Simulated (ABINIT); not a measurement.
## BeTe (F-43m): G0W0 in ABINIT against the exchange cutoff

Wanted: the cheapest exchange cutoff that holds the gap of BeTe (F-43m).

Program: ABINIT 10.8.3. Level of theory: LDA and many-body steps on it, plane waves. Results are calculated unless marked as measured.

The database entry behind the starting cell differs from later determinations by our own check (an axis about 1.5 % short against later determinations), so it need not match the best structure at ambient conditions.

## Step 1: Set-up

Symmetry: F-43m, No. 216, cubic system. The conventional cell has a = 5.540 Å, b = 5.540 Å, c = 5.540 Å, α = 90.00°, β = 90.00°, γ = 90.00°. Nearest to Be lie 4 Te at 2.40 Å. Nearest to Te lie 4 Be at 2.40 Å. Farther neighbours and most contacts between anions are not listed.

The cell and positions come from the Crystallography Open Database and are kept as given unless a step says otherwise. Spin-orbit coupling is left out unless a step names it.

## Step 2: Screening, 4×4×4 mesh, 27 bands, screening to 106.1 eV

This step: ABINIT 10.8.3; RPA screening on LDA, plane waves, norm-conserving pseudopotentials.

The RPA dielectric matrix is built and inverted for each q.

Input file run.abi:

```
acell 3*1.0 Angstrom
rprim 
  0.000000000000 2.770000000000 2.770000000000
  2.770000000000 0.000000000000 2.770000000000
  2.770000000000 2.770000000000 -0.000000000000
ntypat 2
znucl 4 52
natom 2
typat 1 2
xred 
  0.000000000000 0.000000000000 0.000000000000
  0.250000000000 0.250000000000 0.250000000000
pp_dirpath "pseudos"
pseudos "Be.upf, Te.upf"
ecut 38
ngkpt 4 4 4
nshiftk 1
shiftk 0 0 0
kptopt 1
chksymbreak 0
istwfk *1
occopt 1
irdwfk 1
optdriver 3
nband 27
ecuteps 3.9
inclvkb 2
awtr 1
symchi 1
indata_prefix "in"
outdata_prefix "out"
tmpdata_prefix "tmp"
```

The run is started by

```bash
$ OMP_NUM_THREADS=1 mpirun -n 4 abinit run.abi > log
```

What it wrote:

```text
.Version 10.8.3 of ABINIT. v10.8.2 released Aug 2026.

 Symmetries : space group F-4 3 m (#216); Bravais cF (face-center cubic)
[... echo of the input left out ...]
== DATASET  1 ==================================================================
-   mpi_nproc: 4, omp_nthreads: 1 (-1 if OMP is not activated)

--- !DatasetInfo
iteration_state: {dtset: 1, }
dimensions: {natom: 2, nkpt: 8, mband: 27, nsppol: 1, nspinor: 1, nspden: 1, mpw: 3250, }
cutoff_energies: {ecut:  38.0, pawecutdg:  -1.0, }
electrons: {nelect:   2.00000000E+01, charge:   0.00000000E+00, occopt:   1.00000000E+00, tsmear:   1.00000000E-02, }

 SCREENING: Calculation of the susceptibility and dielectric matrices

 Based on a program developped by R.W. Godby, V. Olevano, G. Onida, and L. Reining.
 Incorporated in ABINIT by V. Olevano, G.-M. Rignanese, and M. Torrent.
.Using double precision arithmetic ; gwpc =  8

[... cell and pseudopotentials left out ...]
--------------------------------------------------------------------------------

 ==== K-mesh for the wavefunctions ====
 Number of points in the irreducible wedge :     8
[... list of points left out ...]
 Together with 24 symmetry operations and time-reversal symmetry
 yields    64 points in the full Brillouin Zone.

 ==== Q-mesh for the screening function ====
 Number of points in the irreducible wedge :     8
[... list of points left out ...]
 Together with 24 symmetry operations and time-reversal symmetry
 yields    64 points in the full Brillouin Zone.

 setmesh: FFT mesh size selected  =    27x   27x   27
          total number of points  =        19683

 vcoul_init : cutoff-mode = AUXILIARY_FUNCTION
 q-points for optical limit:   1
     1)      0.000010    0.000020    0.000030

- screening: taking advantage of time-reversal symmetry
- Maximum band index for partially occupied states nbvw = 10
- Remaining bands to be divided among processors   nbcw = 17
- Number of bands treated by each node ~4

 Number of electrons calculated from density =   20.0000; Expected =   20.0000
 average of density, n =  0.069721
 r_s =    1.5072
 omega_plasma =   25.4705 [eV]

 calculating chi0 at frequencies [eV] :
  1    0.000000E+00    0.000000E+00
  2    0.000000E+00    2.547051E+01

--------------------------------------------------------------------------------
  q-point number  1        q = ( 0.000000, 0.000000, 0.000000) [r.l.u.]
--------------------------------------------------------------------------------
[... chi0 elements left out ...]
 For q-point:  0.000010 0.000020 0.000030
  dielectric constant =   9.2717
  dielectric constant without local fields =  10.5642

  Average fulfillment of the sum rule on Im[epsilon] for q-point    1 :     28.54  [%]
[... wings left out ...]
  q-point number  2        q = ( 0.250000, 0.000000, 0.000000) [r.l.u.]
--------------------------------------------------------------------------------
[... chi0 elements left out ...]
  Average fulfillment of the sum rule on Im[epsilon] for q-point    2 :     48.45  [%]

 [... 6 further q-points ...]
```

Wall time 4.2 s (4 MPI ranks of Arm Neoverse V2, shared host); peak memory 0.47 GiB; 17 s of CPU time.

This step gave:

```yaml
eps_infinity_with_local_fields_on_this_mesh_along_the_program_s_q_direction: 9.272
the_same_without_local_fields: 10.56
plasma_frequency: 25.47 eV
plane_waves_in_the_screening_matrix: 113
```

Local fields lower ε∞ by 12 %. On a Γ-centred mesh this coarse the value itself is usually too large, while a short band sum pulls it down.

## Step 3: 3.8 Ha

This step: G0W0 on LDA, plane waves, norm-conserving pseudopotentials.

Edit run.abi of step 2 so:

```diff
@@ -23,8 +23,17 @@
 irdwfk 1
-optdriver 3
+optdriver 4
 nband 27
+gwcalctyp 0
+ecutsigx 3.8
+symsigma 1
+nkptgw 2
+kptgw 
+  0.0000000000 0.0000000000 0.0000000000
+  0.5000000000 0.5000000000 0.0000000000
+bdgw 
+  8 13
+  9 12
 ecuteps 3.9
-inclvkb 2
-awtr 1
-symchi 1
+irdscr 1
+ppmodel 1
 indata_prefix "in"
```

What it wrote:

```text
.Version 10.8.3 of ABINIT. v10.8.2 released Aug 2026.

 Symmetries : space group F-4 3 m (#216); Bravais cF (face-center cubic)
[... echo of the input left out ...]
== DATASET  1 ==================================================================
-   mpi_nproc: 4, omp_nthreads: 1 (-1 if OMP is not activated)

--- !DatasetInfo
iteration_state: {dtset: 1, }
dimensions: {natom: 2, nkpt: 8, mband: 27, nsppol: 1, nspinor: 1, nspden: 1, mpw: 3250, }
cutoff_energies: {ecut:  38.0, pawecutdg:  -1.0, }
electrons: {nelect:   2.00000000E+01, charge:   0.00000000E+00, occopt:   1.00000000E+00, tsmear:   1.00000000E-02, }

 SIGMA: Calculation of the GW corrections

 Based on a program developped by R.W. Godby, V. Olevano, G. Onida, and L. Reining.
 Incorporated in ABINIT by V. Olevano, G.-M. Rignanese, and M. Torrent.
.Using double precision arithmetic ; gwpc =  8

[... cell and pseudopotentials left out ...]
--------------------------------------------------------------------------------

 ==== K-mesh for the wavefunctions ====
 Number of points in the irreducible wedge :     8
[... list of points left out ...]
 Together with 24 symmetry operations and time-reversal symmetry
 yields    64 points in the full Brillouin Zone.

 ==== Q-mesh for screening function ====
 Number of points in the irreducible wedge :     8
[... list of points left out ...]
 Together with 24 symmetry operations and time-reversal symmetry
 yields    64 points in the full Brillouin Zone.

 vcoul_init : cutoff-mode = AUXILIARY_FUNCTION
 q-points for optical limit:   1
     1)      0.000010    0.000020    0.000030
 setmesh: FFT mesh size selected  =    27x   27x   27
          total number of points  =        19683

 Number of electrons calculated from density =   20.0000; Expected =   20.0000
 average of density, n =  0.069721
 r_s =    1.5072
 omega_plasma =   25.4705 [eV]

 === KS Band Gaps ===
  >>>> For spin  1
   Minimum direct gap =   3.6005 [eV], located at k-point      :   0.0000  0.0000  0.0000
   Fundamental gap    =   1.7748 [eV], Top of valence bands at :   0.0000  0.0000  0.0000
                                       Bottom of conduction at :   0.5000  0.5000  0.0000
 SIGMA fundamental parameters:
 PLASMON POLE MODEL  1
 number of plane-waves for SigmaX                  113
 number of plane-waves for SigmaC and W            113
 number of plane-waves for wavefunctions          3143
 number of bands                                    27
 number of independent spin polarizations            1
 number of spinorial components                      1
 number of k-points in IBZ                           8
 number of q-points in IBZ                           8
 number of symmetry operations                      24
 number of k-points in BZ                           64
 number of q-points in BZ                           64
 number of frequencies for dSigma/dE                 9
 frequency step for dSigma/dE [eV]                0.25
 number of omega for Sigma on real axis              0
 max omega for Sigma on real axis  [eV]           0.00
 zcut for avoiding poles [eV]                     0.10

 EPSILON^-1 parameters (SCR file):
 dimension of the eps^-1 matrix on file            113
 dimension of the eps^-1 matrix used               113
 number of plane-waves for wavefunctions          3143
 number of bands                                    27
 number of q-points in IBZ                           8
 number of frequencies                               2
 number of real frequencies                          1
 number of imag frequencies                          1

 matrix elements of self-energy operator (all in [eV])

 Perturbative Calculation

--- !SelfEnergy_ee
iteration_state: {dtset: 1, }
kpoint     : [   0.000,    0.000,    0.000, ]
spin       : 1
KS_gap     :    3.600
QP_gap     :    5.147
Delta_QP_KS:    1.547
data: !SigmaeeData |
     Band     E0 <VxcDFT>   SigX SigC(E0)      Z dSigC/dE  Sig(E)    E-E0       E
        8   4.477 -12.924 -15.071   2.100   0.810  -0.234 -12.962  -0.038   4.439
        9   4.477 -12.924 -15.071   2.100   0.810  -0.234 -12.962  -0.038   4.439
       10   4.477 -12.924 -15.071   2.100   0.810  -0.234 -12.962  -0.038   4.439
       11   8.077 -10.658  -5.423  -3.367   0.807  -0.239  -9.149   1.509   9.586
       12   8.077 -10.658  -5.423  -3.367   0.807  -0.239  -9.149   1.509   9.586
       13   8.077 -10.658  -5.423  -3.367   0.807  -0.239  -9.149   1.509   9.586

--- !SelfEnergy_ee
iteration_state: {dtset: 1, }
kpoint     : [   0.500,    0.500,    0.000, ]
spin       : 1
KS_gap     :    4.592
QP_gap     :    5.979
Delta_QP_KS:    1.387
data: !SigmaeeData |
     Band     E0 <VxcDFT>   SigX SigC(E0)      Z dSigC/dE  Sig(E)    E-E0       E
        9   1.660 -11.681 -14.678   2.655   0.791  -0.264 -11.952  -0.271   1.390
       10   1.660 -11.681 -14.678   2.655   0.791  -0.264 -11.952  -0.271   1.390
       11   6.252  -9.265  -4.688  -3.214   0.820  -0.220  -8.149   1.117   7.368
       12   7.107  -9.984  -5.033  -3.238   0.814  -0.228  -8.590   1.395   8.501

== END DATASET(S) ==============================================================
================================================================================

 -outvars: echo values of variables after computation  --------
           etotal      0.0000000000E+00
            nband          27
             nkpt           8
          spgroup         216
 [... the other variables as echoed above ...]

 Calculation completed.
```

The job ended after 2.4 s (4 MPI ranks; peak memory 0.12 GiB; 9 s of CPU time).

Numbers from this step:

| Quantity | Value |
| --- | --- |
| G0W0 gap on the points computed | 2.929 eV |
| starting gap on the mesh | 1.775 eV |
| k of the valence top | 0, 0, 0 |
| k of the conduction bottom | 0.5, 0.5, 0 |
| Z at the valence top | 0.81 |
| Z at the conduction bottom | 0.82 |
| least direct G0W0 gap on the computed points | 5.147 eV |

## Step 4: 7.6 Ha

Edit run.abi of step 3 so:

```diff
@@ -26,3 +26,3 @@
 gwcalctyp 0
-ecutsigx 3.8
+ecutsigx 7.6
 symsigma 1
```

What it wrote:

```text
.Version 10.8.3 of ABINIT. v10.8.2 released Aug 2026.

 Symmetries : space group F-4 3 m (#216); Bravais cF (face-center cubic)
[... echo of the input left out ...]
== DATASET  1 ==================================================================
-   mpi_nproc: 4, omp_nthreads: 1 (-1 if OMP is not activated)

--- !DatasetInfo
iteration_state: {dtset: 1, }
dimensions: {natom: 2, nkpt: 8, mband: 27, nsppol: 1, nspinor: 1, nspden: 1, mpw: 3250, }
cutoff_energies: {ecut:  38.0, pawecutdg:  -1.0, }
electrons: {nelect:   2.00000000E+01, charge:   0.00000000E+00, occopt:   1.00000000E+00, tsmear:   1.00000000E-02, }

 SIGMA: Calculation of the GW corrections

 Based on a program developped by R.W. Godby, V. Olevano, G. Onida, and L. Reining.
 Incorporated in ABINIT by V. Olevano, G.-M. Rignanese, and M. Torrent.
.Using double precision arithmetic ; gwpc =  8

[... cell and pseudopotentials left out ...]
--------------------------------------------------------------------------------

 ==== K-mesh for the wavefunctions ====
 Number of points in the irreducible wedge :     8
[... list of points left out ...]
 Together with 24 symmetry operations and time-reversal symmetry
 yields    64 points in the full Brillouin Zone.

 ==== Q-mesh for screening function ====
 Number of points in the irreducible wedge :     8
[... list of points left out ...]
 Together with 24 symmetry operations and time-reversal symmetry
 yields    64 points in the full Brillouin Zone.

 vcoul_init : cutoff-mode = AUXILIARY_FUNCTION
 q-points for optical limit:   1
     1)      0.000010    0.000020    0.000030
 setmesh: FFT mesh size selected  =    30x   30x   30
          total number of points  =        27000

 Number of electrons calculated from density =   20.0000; Expected =   20.0000
[...]
number of omega for Sigma on real axis              0
 max omega for Sigma on real axis  [eV]           0.00
 zcut for avoiding poles [eV]                     0.10

 EPSILON^-1 parameters (SCR file):
 dimension of the eps^-1 matrix on file            113
 dimension of the eps^-1 matrix used               113
 number of plane-waves for wavefunctions          3143
 number of bands                                    27
 number of q-points in IBZ                           8
 number of frequencies                               2
 number of real frequencies                          1
 number of imag frequencies                          1

 matrix elements of self-energy operator (all in [eV])

 Perturbative Calculation

--- !SelfEnergy_ee
iteration_state: {dtset: 1, }
kpoint     : [   0.000,    0.000,    0.000, ]
spin       : 1
KS_gap     :    3.600
QP_gap     :    5.247
Delta_QP_KS:    1.647
data: !SigmaeeData |
     Band     E0 <VxcDFT>   SigX SigC(E0)      Z dSigC/dE  Sig(E)    E-E0       E
        8   4.477 -12.924 -15.359   2.100   0.810  -0.234 -13.196  -0.271   4.206
        9   4.477 -12.924 -15.359   2.100   0.810  -0.234 -13.196  -0.271   4.206
       10   4.477 -12.924 -15.359   2.100   0.810  -0.234 -13.196  -0.271   4.206
[...]
--- !SelfEnergy_ee
iteration_state: {dtset: 1, }
kpoint     : [   0.500,    0.500,    0.000, ]
spin       : 1
KS_gap     :    4.592
QP_gap     :    5.993
Delta_QP_KS:    1.401
data: !SigmaeeData |
     Band     E0 <VxcDFT>   SigX SigC(E0)      Z dSigC/dE  Sig(E)    E-E0       E
[...]
11   6.252  -9.265  -4.866  -3.214   0.820  -0.220  -8.294   0.971   7.223
       12   7.107  -9.984  -5.207  -3.238   0.814  -0.228  -8.732   1.252   8.359

== END DATASET(S) ==============================================================
================================================================================

 -outvars: echo values of variables after computation  --------
           etotal      0.0000000000E+00
            nband          27
             nkpt           8
          spgroup         216
 [... the other variables as echoed above ...]

 Calculation completed.
```

Elapsed: 2.4 s, on 4 MPI ranks; peak memory 0.12 GiB; 9.2 s of CPU time.

Numbers from this step:

| Quantity | Value |
| --- | --- |
| G0W0 gap on the points computed | 3.017 eV |
| starting gap on the mesh | 1.775 eV |
| k of the valence top | 0, 0, 0 |
| k of the conduction bottom | 0.5, 0.5, 0 |
| Z at the valence top | 0.81 |
| Z at the conduction bottom | 0.82 |
| least direct G0W0 gap on the computed points | 5.247 eV |

(Continued in part 2 of 2.)

[Paths, hosts, dates, memory and timing lines, banners, echoed tables and standing remarks are left out of the program output.]

[Logs are printed without paths, hosts, clocks, repeated set-up lines and the standing remarks that a program may print on its own settings, such as how far it seeks lower states.]

[Runs of the session that timed out or met a known fault of the program may be left out.]

[Hosts, paths, dates, database ids (printed as entryN), source tags and the programs' standing remarks are cut or masked in the printed files.]

[G0W0 gaps are taken among the corrected bands and points alone; a level outside them can change the order at an edge.]

[Where Ansatz stands beside ABINIT at settings called matched, ABINIT's density can come from a denser mesh and the files from another edition; pairs whose starting gaps differed by over 0.03 eV were left out, so agreement reads better than it is.]
